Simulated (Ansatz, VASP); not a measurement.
## LiNbO3: VASP beside Ansatz

```
Li Nb O
1.0
     2.59498    1.49821    4.67182
    -2.59498    1.49821    4.67182
     0.00000   -2.99643    4.67182
Li Nb O
2 2 6
Direct
  0.30156 0.30156 0.30156
  0.80156 0.80156 0.80156
  0.02033 0.02033 0.02033
  0.52033 0.52033 0.52033
  0.13044 0.37790 0.74097
  0.74097 0.13044 0.37790
  0.37790 0.74097 0.13044
  0.24097 0.87790 0.63044
  0.87790 0.63044 0.24097
  0.63044 0.24097 0.87790
```

Alike in both runs: functional PBE; k mesh 4 × 4 × 4; no spin polarisation.

Ansatz relaxed the structure, and its values are those at the end. VASP's run is a single point on that final structure, the one shown.

|  | VASP | Ansatz |
| --- | --- | --- |
| version | VASP 6.6.1 | Ansatz 0.2.0 |
| potentials or method | VASP PAW PBE potentials, release 64 (Li_sv, Nb_sv, O) | scalar-relativistic, plane waves, PAW |
| plane-wave cutoff (eV) | 520 | 420 |
| occupations | gaussian, width 0.01 eV | fixed |
| valence electrons in the cell | 68 | 68 |

Ansatz gave:

```
gap on the k mesh at the Fermi level (eV) : 3.56
least direct gap on the mesh (eV)         : 3.59
rms of the force components (eV/Å)        : 0.000
```

**Question.** Estimate VASP's values.

**Answer.** gap on the k mesh at the Fermi level (eV): 3.55; least direct gap on the mesh (eV): 3.58; rms of the force components (eV/Å): 0.008.

 A k mesh can miss the band edges.
